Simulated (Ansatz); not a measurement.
PtSe2 (Sudovikovite):

```xyz
3
Lattice="3.7240 0.0000 0.0000 -1.8620 3.2251 0.0000 0.0000 0.0000 5.0620" Properties=species:S:1:pos:R:3 pbc="T T T"
Pt    0.0000    0.0000    0.0000
Se    1.8620    1.0750    3.7965
Se    0.0000    2.1501    1.2655
```

* Program: Ansatz 0.2.0
* Task: relaxation of cell and atoms
* Functional: RPBE
* Dispersion: D4
* Potentials or basis: Ansatz PAW
* Cutoff: 420 eV (not typed: the program's choice for these potentials)
* k mesh: 8 × 8 × 5
* Occupations: fermi-dirac, width 0.05 eV
* Spin: no spin polarisation

At the start: volume 20.27 Å³/atom.

Task: How do energy, volume and symmetry change on relaxing?

Result: It ends after 7 steps and the volume is 19.09 Å³/atom (-5.8 %); space group P-3m1 (No. 164, to 0.05 Å).

The path:
| step | energy change (eV) | largest force (eV/Å) | volume (Å³) |
| --- | --- | --- | --- |
| 1 | 0.0000 | 0.7195 | 60.80 |
| 2 | -0.0319 | 0.7231 | 56.47 |
| 3 | -0.0928 | 0.0631 | 58.55 |
| 4 | -0.1021 | 0.0152 | 57.53 |
| 5 | -0.1025 | 0.0039 | 57.23 |
| 6 | -0.1025 | 0.0020 | 57.26 |
| 7 | -0.1018 | 0.0018 | 57.26 |

Final structure:
```
Pt Se
1.0
     3.75529    0.00000    0.00000
    -1.87765    3.25218    0.00000
     0.00000    0.00000    4.68886
Pt Se
1 2
Direct
  0.00000 0.00000 0.00000
  0.66667 0.33333 0.72619
  0.33333 0.66667 0.27381
```

Caveat: the plane-wave basis is chosen anew once the cell has moved, so the energies of steps on either side of that aren't comparable; the PAW data sets come from PBE, with cores solved anew for the run's functional, which leaves a small shift of forces and pressure.
